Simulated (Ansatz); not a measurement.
Input and command of a calculation in Ansatz (plane waves; scalar-relativistic PAW potentials unless the input names others):

```yaml
crystal:
  lattice:
    - [-1.6064390039, 1.6064390039, 1.7349541242]
    - [1.6064390039, -1.6064390039, 1.7349541242]
    - [1.6064390039, 1.6064390039, -1.7349541242]
  atoms:
    - { symbol: Al, position: [0.0, 0.0, 0.0] }
basis:
  ecutwfc: 420
kpoints:
  mp_grid: { grid: [0, 26, 26] }
hamiltonian:
  xc: pbesol
scf:
  occupations: { method: gaussian, width: 0.15 }
  max_iter: 50
output:
  forces: true
  eigenvalues: true
  stress: true
```

```bash
ansatz run input.yaml --threads 2 --pin off --max-ram 5120MiB --backend cpu --events-out ev --progress --plain --runs-dir out
```

Task: Will this input run?

Result: The program refuses it, because of a mesh with a zero (kpoints.mp_grid.grid: [26, 26, 26] → [0, 26, 26]). With the sound run's settings it is accepted.

Abridged log:
```
Error: invalid value for `kpoints.mp_grid.grid`: each dimension must be in 1..=255
```